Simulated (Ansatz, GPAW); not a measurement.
Given: the input of a run of GPAW 26.7.0 (ASE script) on InAs. 

File run.py:

```python
from ase import Atoms
from ase.dft.bandgap import bandgap
from ase.io import write
from ase.units import GPa
from gpaw import GPAW, PW

atoms = Atoms(['In', 'As'],
              cell=[[0.0, 3.018, 3.018],
                    [3.018, 0.0, 3.018],
                    [3.018, 3.018, 0.0]],
              scaled_positions=[[0.0, 0.0, 0.0],
                                [0.75, 0.75, 0.75]],
              pbc=True)

calc = GPAW(mode=PW(600),
            xc='PBE',
            kpts={'size': (8, 8, 8), 'gamma': True},
            occupations={'name': 'methfessel-paxton', 'order': 0, 'width': 0.017},
            nbands=18,
            convergence={'density': 1e-05, 'energy': 1e-05},
            maxiter=150,
            txt='gpaw.txt')
atoms.calc = calc
energy = atoms.get_potential_energy()
forces = atoms.get_forces()
stress = atoms.get_stress()
calc.write('gs.gpw')
write('result.traj', atoms)
print(f'Energy: {energy:.6f} eV')
print('Forces (eV/A):')
print(forces.round(4))
print('Stress (GPa):', (stress / GPa).round(3))
print('Fermi level:', round(calc.get_fermi_level(), 4), 'eV')
print(f'Gap: {bandgap(calc)[0]:.4f} eV, direct: {bandgap(calc, direct=True)[0]:.4f} eV')
```

Potentials or basis: GPAW PAW data sets (gpaw-data 1.2.1), pw.

Run with:

```sh
$ OMP_NUM_THREADS=1 python run.py
```

Q: Translate it to Ansatz 0.2.0. Potentials or basis there: all-electron LAPW, scalar-relativistic.

A: As run (cutoffs and basis follow the program's own potentials, and thresholds, step limits or extra output files can differ):

The input input.yaml:

```yaml
crystal:
  lattice:
    - [0.0, 3.018, 3.018]
    - [3.018, 0.0, 3.018]
    - [3.018, 3.018, 0.0]
  atoms:
    - { symbol: In, position: [0.0, 0.0, 0.0] }
    - { symbol: As, position: [0.75, 0.75, 0.75] }
kpoints:
  mp_grid: { grid: [8, 8, 8] }
scf:
  occupations: { method: gaussian, width: 0.017 }
hamiltonian:
  xc: pbe
  pseudopotentials: { kind: all_electron, lapw: { basis_error: 0.001 } }
output:
  forces: true
  stress: true
  eigenvalues: true
```

Potentials or basis: all-electron LAPW, scalar-relativistic.

Run with:

```bash
$ ansatz run input.yaml --threads 1 --pin off --max-ram 3072MiB --backend cpu --events-out ev --progress --plain --runs-dir out
```

Both were run:

|  | GPAW | Ansatz |
| --- | --- | --- |
| Pressure | 4.0 GPa | 4.3 GPa |

Where Ansatz's input types no cutoff or centring, it takes its own default and a Γ-centred mesh.

Pressure is positive in compression.
